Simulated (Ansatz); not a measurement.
# CuI (Marshite) under changes of volume

One of the cells (27.859 Å³/atom); the others are scaled copies at fixed shape and fractional positions:

```
I Cu
1.0
     0.00000    3.03150    3.03150
     3.03150    0.00000    3.03150
     3.03150    3.03150    0.00000
I Cu
1 1
Direct
  0.00000 0.00000 0.00000
  0.75000 0.75000 0.75000
```

- Program: Ansatz 0.2.0
- Functional: PBE
- Potentials or basis: all-electron LAPW, scalar-relativistic
- Cutoff: 305 eV (chosen from the basis error)
- Basis error allowed: 0.0005 eV/atom
- k mesh: 8 × 8 × 8
- Occupations: fermi-dirac, width 0.05 eV
- Spin: no spin polarisation

| volume (Å³/atom) | energy over the lowest point (meV/atom) | pressure (GPa) | gap on the mesh (eV) |
| --- | --- | --- | --- |
| 26.188 | 17.82 | 3.3 | 1.29 |
| 26.745 | 8.40 | 2.2 | 1.23 |
| 27.302 | 2.60 | 1.2 | 1.17 |
| 27.859 | 0.00 | 0.3 | 1.12 |
| 28.417 | 0.23 | -0.4 | 1.07 |
| 28.974 | 2.97 | -1.1 | 1.02 |
| 29.531 | ? | ? | ? |

Task: What does the run at 29.531 Å³/atom give?

Result: Energy over the lowest point 7.91 meV/atom; pressure -1.7 GPa; gap on the mesh 0.98 eV.

Worked out: A Birch-Murnaghan fit of order 3 (a polynomial in V^(-2/3)) to the other rows has its minimum at 28.09 Å³/atom with B0 = V·E''(V) = 39 GPa and B' = 5.2. It gives 7.92 meV/atom at 29.531 Å³/atom, against the run's 7.91, and -dE/dV = -1.7 GPa, against -1.7. A straight line through the other rows of the gap, of slope -2.66 eV per unit of ln V (its deformation potential), extrapolates to 0.97 eV, against the run's 0.98.

Energies are extrapolated to zero smearing.

Caveats: spin-orbit coupling is left out, which moves the levels of the heavy elements.
